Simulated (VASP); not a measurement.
# GaAs: input slips in a phonon run and what they do

Some phonon runs on GaAs get a fault in the input on purpose. Which of them show, and how? The starting structure is a measured crystal structure from the Crystallography Open Database.

Method: Kohn-Sham DFT with plane waves and PAW; LDA, in VASP 6.6.1.

## 1. The starting structure

Symmetry: F-43m, No. 216, cubic system. The conventional cell has a = 5.654 Å, b = 5.654 Å, c = 5.654 Å, α = 90.00°, β = 90.00°, γ = 90.00°. As has 4 Ga at 2.45 Å nearest. Ga has 4 As at 2.45 Å nearest. Farther neighbours are not listed.

Structure file:

```
As Ga
1.0
     0.00000    2.82685    2.82685
     2.82685    0.00000    2.82685
     2.82685    2.82685    0.00000
As Ga
1 1
Direct
  0.75000 0.75000 0.75000
  0.00000 0.00000 0.00000
```

## 2. Reference modes

The cell comes from a relaxation at this level, not shown (44.11 Å³).

INCAR

```
SYSTEM = GaAs
PREC = Accurate
ENCUT = 450
EDIFF = 1E-08
NELM = 100
ISMEAR = 0
SIGMA = 0.03
LREAL = .FALSE.
ALGO = Normal
GGA = CA
NBANDS = 15
LORBIT = 11
LWAVE = .FALSE.
LCHARG = .FALSE.
KPAR = 8
IBRION = 8
LEPSILON = .TRUE.
LPEAD = .TRUE.
ISIF = 2
```

POSCAR

```
GaAs
1.0
    0.0000000000      2.8044721310      2.8044721310
    2.8044721310      0.0000000000      2.8044721310
    2.8044721310      2.8044721310      0.0000000000
As Ga
1 1
Direct
    0.7500000000      0.7500000000      0.7500000000
    0.0000000000      0.0000000000      0.0000000000
```

KPOINTS

```
Automatic mesh
0
Gamma
10 10 10
0 0 0
```

Potentials, in the order of the species: As and Ga_d (LDA family, release 64).

On the command line:

```
$ mpirun -np 8 vasp_std
```

The program printed:

```text
[banner, memory and clock lines left out]
running    8 mpi-ranks, on    1 nodes
 distrk:  each k-point on    1 cores,    8 groups
 distr:  one band on    1 cores,    1 groups

 POSCAR found type information on POSCAR AsGa
 POSCAR found :  2 types and       2 ions
|                                                                             |
|           W    W    AA    RRRRR   N    N  II  N    N   GGGG   !!!           |
|           W    W   A  A   R    R  NN   N  II  NN   N  G    G  !!!           |
|           W    W  A    A  R    R  N N  N  II  N N  N  G       !!!           |
|           W WW W  AAAAAA  RRRRR   N  N N  II  N  N N  G  GGG   !            |
|           WW  WW  A    A  R   R   N   NN  II  N   NN  G    G                |
|           W    W  A    A  R    R  N    N  II  N    N   GGGG   !!!           |
|                                                                             |
|     For optimal performance we recommend to set                             |
|       NCORE = 2 up to number-of-cores-per-socket                            |
|     NCORE specifies how many cores store one orbital (NPAR=cpu/NCORE).      |
|     This setting can greatly improve the performance of VASP for DFT.       |
|     The default, NCORE=1 might be grossly inefficient on modern             |
|     multi-core architectures or massively parallel machines. Do your        |
|     Unfortunately you need to use the default for GW and RPA                |
|     calculations (for HF NCORE is supported but not extensively tested      |
|     yet).                                                                   |
|                                                                             |

 LDA part: xc-table for (Slater(with rela. corr.)+CA(PZ))
 , standard interpolation
 POSCAR, INCAR and KPOINTS ok, starting setup
 FFT: planning ... GRIDC
 FFT: planning ... GRID_SOFT
 FFT: planning ... GRID
 WAVECAR not read
 entering main loop
       N       E                     dE             d eps       ncg     rms          rms(c)
DAV:   1     0.774941680371E+02    0.77494E+02   -0.85250E+03  1448   0.153E+03
DAV:   2    -0.386135817266E+01   -0.81356E+02   -0.77611E+02  1606   0.296E+02
DAV:   3    -0.978406328668E+01   -0.59227E+01   -0.59000E+01  1697   0.664E+01
DAV:   4    -0.987328219910E+01   -0.89219E-01   -0.89204E-01  1698   0.908E+00
DAV:   5    -0.987469218889E+01   -0.14100E-02   -0.14100E-02  1774   0.103E+00    0.306E+00
DAV:   6    -0.968639621605E+01    0.18830E+00   -0.22984E-01  2192   0.881E+00    0.180E+00
DAV:   7    -0.964396471499E+01    0.42432E-01   -0.66912E-02  1984   0.201E+00    0.525E-01
DAV:   8    -0.964077552671E+01    0.31892E-02   -0.90719E-03  1788   0.110E+00    0.108E-01
DAV:   9    -0.964074628578E+01    0.29241E-04   -0.71251E-04  1719   0.338E-01    0.423E-02
DAV:  10    -0.964075118298E+01   -0.48972E-05   -0.40533E-05  2241   0.684E-02    0.222E-02
DAV:  11    -0.964075598882E+01   -0.48058E-05   -0.65108E-06  1564   0.397E-02    0.240E-03
DAV:  12    -0.964075588030E+01    0.10852E-06   -0.46223E-07  2103   0.961E-03    0.191E-03
DAV:  13    -0.964075588140E+01   -0.11064E-08   -0.66511E-08  1725   0.205E-03
   1 F= -.96407559E+01 E0= -.96407559E+01  d E =-.266545E-11
 Linear response reoptimize wavefunctions to high precision
DAV:   1    -0.964075588156E+01   -0.15189E-09   -0.12231E-09  1438   0.293E-04
DAV:   2    -0.964075588154E+01    0.12278E-10   -0.99644E-11  1034   0.102E-04
 Linear response to external field (no local field effect), progress :
  Direction:   1
       N       E                     dE             d eps       ncg     rms          rms(c)
RMM:   1    -0.182871857942E+00   -0.18287E+00    0.76375E+00   946   0.907E+00
RMM:   2    -0.193634559043E+01   -0.17535E+01    0.10584E-02  1248   0.196E+00
RMM:   3    -0.195206234607E+01   -0.15717E-01   -0.31768E-02  1495   0.586E-01
RMM:   4    -0.195247565169E+01   -0.41331E-03   -0.97239E-04  1482   0.130E-01
RMM:   5    -0.195248466547E+01   -0.90138E-05   -0.60598E-05  1453   0.386E-02
RMM:   6    -0.195248568539E+01   -0.10199E-05   -0.70591E-06  1492   0.126E-02
RMM:   7    -0.195248597053E+01   -0.28514E-06   -0.16437E-06  1461   0.396E-03
RMM:   8    -0.195248584376E+01    0.12677E-06    0.13837E-07  1377   0.137E-03
RMM:   9    -0.195248587450E+01   -0.30738E-07   -0.10322E-07  1173   0.473E-04
RMM:  10    -0.195248586135E+01    0.13150E-07    0.33819E-08  1023   0.180E-04
RMM:  11    -0.195248586391E+01   -0.25623E-08    0.89608E-09   535   0.753E-05
 change of polarisation eV/A/(eV/A) component  1 :     3.905     2.254     0.497
 dielectric tensor                  component  1 :    17.018     9.245     2.040
 Linear response to external field (no local field effect), progress :
  Direction:   2
       N       E                     dE             d eps       ncg     rms          rms(c)
RMM:   1    -0.197690267111E+00   -0.19769E+00    0.80607E+00   950   0.914E+00
RMM:   2    -0.204999018609E+01   -0.18523E+01   -0.28281E-02  1265   0.199E+00
RMM:   3    -0.206300394663E+01   -0.13014E-01   -0.33687E-02  1492   0.587E-01
RMM:   4    -0.206338207922E+01   -0.37813E-03   -0.80036E-04  1488   0.120E-01
RMM:   5    -0.206339495385E+01   -0.12875E-04   -0.54715E-05  1448   0.354E-02
RMM:   6    -0.206339558868E+01   -0.63483E-06   -0.52617E-06  1503   0.114E-02
[...]
RMM:  12    -0.161802445261E+01    0.11158E-05   -0.44909E-07  7896   0.179E-04    0.771E-06
 change of polarisation eV/A/(eV/A) component  1 :     3.059     0.958     0.478
 dielectric tensor                  component  1 :    13.548     3.931     1.961
 Linear response to external field, progress :
  Direction:   2
       N       E                     dE             d eps       ncg     rms          rms(c)
RMM:   1    -0.180741137497E+00   -0.18074E+00    0.59918E+00  3477   0.815E+00
RMM:   2    -0.160859653085E+01   -0.14279E+01   -0.25222E-02  4570   0.181E+00    0.162E+00
RMM:   3    -0.157002516753E+01    0.38571E-01   -0.34361E-02 10199   0.106E+00    0.955E-01
RMM:   4    -0.161091226732E+01   -0.40887E-01   -0.39341E-02 11482   0.117E+00    0.116E-01
RMM:   5    -0.161284930588E+01   -0.19370E-02   -0.16263E-03  9648   0.280E-01    0.357E-02
RMM:   6    -0.161787219024E+01   -0.50229E-02   -0.22996E-04 10542   0.982E-02    0.177E-02
RMM:   7    -0.161776041884E+01    0.11177E-03   -0.23146E-05  9987   0.336E-02    0.219E-03
RMM:   8    -0.161807089887E+01   -0.31048E-03   -0.11838E-05 10779   0.105E-02    0.690E-04
RMM:   9    -0.161804150580E+01    0.29393E-04    0.39444E-07 10709   0.350E-03    0.324E-04
RMM:  10    -0.161802837769E+01    0.13128E-04   -0.19479E-06 10677   0.112E-03    0.661E-05
RMM:  11    -0.161802667242E+01    0.17053E-05   -0.41854E-07 10628   0.457E-04    0.237E-05
RMM:  12    -0.161802654800E+01    0.12442E-06   -0.33846E-07  7891   0.180E-04    0.865E-06
 change of polarisation eV/A/(eV/A) component  2 :     0.896     3.059     0.448
 dielectric tensor                  component  2 :     3.675    13.548     1.839
 Linear response to external field, progress :
  Direction:   3
       N       E                     dE             d eps       ncg     rms          rms(c)
RMM:   1    -0.178946279414E+00   -0.17895E+00    0.60097E+00  3476   0.815E+00
RMM:   2    -0.160869209571E+01   -0.14297E+01   -0.24126E-02  4571   0.181E+00    0.162E+00
RMM:   3    -0.157001684329E+01    0.38675E-01   -0.34186E-02 10196   0.106E+00    0.955E-01
RMM:   4    -0.161087260255E+01   -0.40856E-01   -0.39311E-02 11485   0.117E+00    0.116E-01
RMM:   5    -0.161288686944E+01   -0.20143E-02   -0.16415E-03  9631   0.279E-01    0.354E-02
RMM:   6    -0.161787590242E+01   -0.49890E-02   -0.23040E-04 10548   0.984E-02    0.177E-02
RMM:   7    -0.161775846374E+01    0.11744E-03   -0.24108E-05  9978   0.337E-02    0.222E-03
RMM:   8    -0.161807120018E+01   -0.31274E-03   -0.11222E-05 10783   0.105E-02    0.695E-04
RMM:   9    -0.161804223741E+01    0.28963E-04    0.11838E-06 10716   0.350E-03    0.333E-04
RMM:  10    -0.161802901974E+01    0.13218E-04   -0.17848E-06 10686   0.113E-03    0.702E-05
RMM:  11    -0.161802623849E+01    0.27813E-05   -0.38475E-07 10618   0.456E-04    0.227E-05
RMM:  12    -0.161802643899E+01   -0.20050E-06   -0.41712E-07  7920   0.180E-04    0.810E-06
 change of polarisation eV/A/(eV/A) component  3 :     0.731     0.705     3.059
 dielectric tensor                  component  3 :     2.998     2.893    13.548
 Linear response DOF=           2
 Linear response progress:
  Degree of freedom:   1/  2
       N       E                     dE             d eps       ncg     rms          rms(c)
RMM:   1    -0.449988988643E-01   -0.44999E-01    0.62590E-02 11414   0.154E+00
RMM:   2    -0.444103151023E-01    0.58858E-03   -0.43029E-03  9156   0.404E-01    0.826E-02
RMM:   3    -0.443658528138E-01    0.44462E-04   -0.41336E-04 10249   0.128E-01    0.454E-02
RMM:   4    -0.445229885156E-01   -0.15714E-03   -0.10435E-04 10199   0.565E-02    0.408E-03
RMM:   5    -0.445218114309E-01    0.11771E-05   -0.11192E-05 10607   0.169E-02    0.232E-03
RMM:   6    -0.445093663140E-01    0.12445E-04   -0.37216E-07 10159   0.512E-03    0.665E-04
RMM:   7    -0.445092109915E-01    0.15532E-06    0.16856E-07 10479   0.183E-03    0.305E-04
RMM:   8    -0.445079739141E-01    0.12371E-05    0.10910E-07 10252   0.705E-04    0.397E-05
RMM:   9    -0.445078935797E-01    0.80334E-07    0.19996E-08 10771   0.246E-04    0.140E-05
RMM:  10    -0.445078705399E-01    0.23040E-07    0.21954E-08 10217   0.923E-05    0.422E-06
RMM:  11    -0.445078490470E-01    0.21493E-07    0.24061E-08 10342   0.415E-05    0.132E-06
RMM:  12    -0.445078221540E-01    0.26893E-07    0.23007E-08  9088   0.205E-05    0.593E-07
RMM:  13    -0.445078135190E-01    0.86350E-08    0.29927E-08  5743   0.129E-05    0.463E-07
 first order change of Fermi-energy  -0.13919E+00
 force on displaced ion       1 direction 1 :  -9.644   0.000   0.000
 Born effective charge ion    1 direction 1 :  -2.045   0.000   0.000
 Linear response progress:
  Degree of freedom:   2/  2
       N       E                     dE             d eps       ncg     rms          rms(c)
RMM:   1    -0.167306306635E+00   -0.16731E+00    0.10494E-01  6489   0.850E+00
RMM:   2    -0.165551795935E+00    0.17545E-02   -0.25417E-02  9758   0.135E+00    0.442E-02
RMM:   3    -0.165793270291E+00   -0.24147E-03   -0.37670E-03 10186   0.403E-01    0.279E-02
RMM:   4    -0.165598379958E+00    0.19489E-03   -0.12993E-03 10817   0.175E-01    0.925E-03
RMM:   5    -0.165630447231E+00   -0.32067E-04   -0.13472E-04 10591   0.409E-02    0.377E-03
RMM:   6    -0.165623509324E+00    0.69379E-05   -0.19956E-05 10575   0.146E-02    0.506E-04
RMM:   7    -0.165618477384E+00    0.50319E-05   -0.58694E-06 10476   0.606E-03    0.286E-04
RMM:   8    -0.165619728166E+00   -0.12508E-05   -0.92192E-06 10635   0.259E-03    0.958E-05
RMM:   9    -0.165620130954E+00   -0.40279E-06   -0.51007E-06 10495   0.112E-03    0.273E-05
RMM:  10    -0.165619821891E+00    0.30906E-06   -0.12000E-06 10734   0.500E-04    0.174E-05
RMM:  11    -0.165619714638E+00    0.10725E-06   -0.55568E-07 10289   0.233E-04    0.741E-06
RMM:  12    -0.165619764351E+00   -0.49714E-07   -0.72636E-07 10533   0.121E-04    0.164E-06
RMM:  13    -0.165619682063E+00    0.82288E-07   -0.32408E-07 10737   0.683E-05    0.100E-06
RMM:  14    -0.165619688379E+00   -0.63152E-08   -0.17079E-07 10666   0.427E-05    0.352E-07
RMM:  15    -0.165619719617E+00   -0.31238E-07   -0.85889E-08  8614   0.304E-05    0.280E-07
RMM:  16    -0.165619725697E+00   -0.60803E-08   -0.27074E-08  7565   0.249E-05    0.423E-08
 first order change of Fermi-energy   0.14078E+00
 force on displaced ion       2 direction 1 :  -9.626   0.000   0.000
 Born effective charge ion    2 direction 1 :   2.045   0.000   0.000
 Born effective charges drift removed
 Linear response finished
```

Run time: 53 s. Hardware: 8 MPI ranks of Intel Xeon 6975P-C (Granite Rapids), shared host; peak memory 3.4 GiB.

Lines that name or quote the potential files are left out of all logs, and their timing lines are given in words.

Parts of OUTCAR (step 2):

```text
ion  position               nearest neighbor table
   1  0.750  0.750  0.750-   2 2.43   2 2.43   2 2.43   2 2.43
   2  0.000  0.000  0.000-   1 2.43   1 2.43   1 2.43   1 2.43

  LATTYP: Found a face centered cubic cell.
 ALAT       =     5.6089442620

 Subroutine GETGRP returns: Found 24 space group operations
 (whereof 24 operations were pure point group operations)

The static configuration has the point symmetry T_d .

 Found     47 irreducible k-points:

   k-points           NKPTS =     47   k-points in BZ     NKDIM =     47   number of bands    NBANDS=     15

   dimension x,y,z NGX =    28 NGY =   28 NGZ =   28
   dimension x,y,z NGXF=    56 NGYF=   56 NGZF=   56

   ENCUT  =  450.0 eV  33.07 Ry    5.75 a.u.   6.86  6.86  6.86*2*pi/ulx,y,z

   NELECT =      18.0000    total number of electrons

 k-points in reciprocal lattice and weights: Automatic mesh
   0.00000000  0.00000000  0.00000000       0.001
   0.10000000  0.00000000  0.00000000       0.008
   0.20000000  0.00000000  0.00000000       0.008
   0.30000000  0.00000000  0.00000000       0.008
   0.40000000  0.00000000  0.00000000       0.008
   0.50000000  0.00000000  0.00000000       0.004
   0.10000000  0.10000000  0.00000000       0.006
   0.20000000  0.10000000  0.00000000       0.024
   0.30000000  0.10000000  0.00000000       0.024
[...]
-0.30000000  0.40000000  0.20000000       0.024
  -0.30000000  0.50000000  0.20000000       0.012

 average (electrostatic) potential at core
       1 -53.5788       2 -67.3237

  Total        0.0004679      0.0004679      0.0004679     -0.0000000     -0.0000000     -0.0000000
  in kB        0.0169936      0.0169936      0.0169936     -0.0000000     -0.0000000     -0.0000000
  external PRESSURE =       0.0169936 kB  Pullay stress =       0.0000000 kB

  energy-cutoff  :      450.00
  volume of cell :       44.11
      direct lattice vectors                 reciprocal lattice vectors
     0.000000000  2.804472131  2.804472131    -0.178286671  0.178286671  0.178286671
     2.804472131  0.000000000  2.804472131     0.178286671 -0.178286671  0.178286671
     2.804472131  2.804472131  0.000000000     0.178286671  0.178286671 -0.178286671

 POSITION                                       TOTAL-FORCE (eV/Angst)
 -----------------------------------------------------------------------------------
      4.20671      4.20671      4.20671         0.000000      0.000000      0.000000
      0.00000      0.00000      0.00000        -0.000000     -0.000000     -0.000000
 -----------------------------------------------------------------------------------
    total drift:                               -0.000001     -0.000001     -0.000001

 MACROSCOPIC STATIC DIELECTRIC TENSOR (including local field effects in DFT)
 ------------------------------------------------------
          13.547566    -0.000000    -0.000000
           0.000000    13.547566     0.000000
          -0.000000     0.000000    13.547566
 ------------------------------------------------------

 PIEZOELECTRIC TENSOR (including local field effects)  for field in x, y, z        (C/m^2)
          XX          YY          ZZ          XY          YZ          ZX
  --------------------------------------------------------------------------------
  x    -0.00000    -0.00000     0.00000     0.00000     0.79574     0.00000
  y     0.00000     0.00000    -0.00000     0.00000     0.00000     0.79574
  z    -0.00000     0.00000     0.00000     0.79574     0.00000     0.00000

 BORN EFFECTIVE CHARGES (including local field effects) (in |e|, cummulative output)
 ---------------------------------------------------------------------------------
 ion    1
    1    -2.04967    -0.00000    -0.00000
    2    -0.00000    -2.04967    -0.00000
    3     0.00000     0.00000    -2.04967
 ion    2
    1     2.04967     0.00000     0.00000
    2     0.00000     2.04967     0.00000
    3     0.00000    -0.00000     2.04967

 Eigenvectors and eigenvalues of the dynamical matrix
 ----------------------------------------------------

   1 f  =    8.074864 THz    50.735866 2PiTHz  269.348468 cm-1    33.394939 meV
             X         Y         Z           dx          dy          dz
      4.206708  4.206708  4.206708    -0.672699   -0.173143    0.000000
      0.000000  0.000000  0.000000     0.696666    0.179312    0.000000

   2 f  =    8.074864 THz    50.735866 2PiTHz  269.348468 cm-1    33.394939 meV
             X         Y         Z           dx          dy          dz
      4.206708  4.206708  4.206708    -0.077224    0.300031   -0.621708
      0.000000  0.000000  0.000000     0.079975   -0.310721    0.643858

   3 f  =    8.074864 THz    50.735866 2PiTHz  269.348468 cm-1    33.394939 meV
             X         Y         Z           dx          dy          dz
      4.206708  4.206708  4.206708     0.154968   -0.602085   -0.309810
      0.000000  0.000000  0.000000    -0.160489    0.623536    0.320848

   4 f/i=    0.003836 THz     0.024102 2PiTHz    0.127953 cm-1     0.015864 meV
             X         Y         Z           dx          dy          dz
      4.206708  4.206708  4.206708     0.341985    0.507497    0.378140
      0.000000  0.000000  0.000000     0.330220    0.490038    0.365131

   5 f/i=    0.003836 THz     0.024102 2PiTHz    0.127953 cm-1     0.015864 meV
             X         Y         Z           dx          dy          dz
      4.206708  4.206708  4.206708    -0.462081   -0.093480    0.543359
      0.000000  0.000000  0.000000    -0.446185   -0.090264    0.524666

   6 f/i=    0.003836 THz     0.024102 2PiTHz    0.127953 cm-1     0.015864 meV
             X         Y         Z           dx          dy          dz
      4.206708  4.206708  4.206708    -0.432463    0.501204   -0.281545
      0.000000  0.000000  0.000000    -0.417585    0.483961   -0.271860

 MACROSCOPIC STATIC DIELECTRIC TENSOR IONIC CONTRIBUTION
 ------------------------------------------------------
           1.788479     0.000000     0.000000
           0.000000     1.788479    -0.000000
           0.000000    -0.000000     1.788479
 ------------------------------------------------------

 ELASTIC MODULI CONTR FROM IONIC RELAXATION (kBar)
 Direction    XX          YY          ZZ          XY          YZ          ZX
 --------------------------------------------------------------------------------
 XX          -0.0000     -0.0000     -0.0000      0.0000      0.0000     -0.0000
 YY          -0.0000     -0.0000     -0.0000      0.0000      0.0000      0.0000
 ZZ          -0.0000     -0.0000     -0.0000      0.0000      0.0000     -0.0000
 XY           0.0000      0.0000      0.0000   -200.2832      0.0000      0.0000
 YZ           0.0000      0.0000      0.0000      0.0000   -200.2832      0.0000
 ZX          -0.0000      0.0000     -0.0000      0.0000      0.0000   -200.2832
 --------------------------------------------------------------------------------

 PIEZOELECTRIC TENSOR IONIC CONTR  for field in x, y, z        (C/m^2)
          XX          YY          ZZ          XY          YZ          ZX
  --------------------------------------------------------------------------------
  x     0.00000     0.00000     0.00000    -0.00000    -0.56317    -0.00000
  y    -0.00000     0.00000    -0.00000    -0.00000    -0.00000    -0.56317
  z     0.00000     0.00000     0.00000    -0.56317     0.00000     0.00000
```

Energies printed during the response cycles are not total energies of the cell.

Reference: the zone-centre mode is T2 269.3 cm⁻¹.

(Part 1 of 2 ends here.)

[Lines on the potential files, build, host, timing and source positions are cut from VASP's logs without a mark.]

[Logs are printed without paths, hosts, clocks, repeated set-up lines and the standing remarks that a program may print on its own settings, such as how far it seeks lower states.]

[Hosts, paths, dates, database ids (printed as entryN), source tags and the programs' standing remarks are cut or masked in the printed files.]
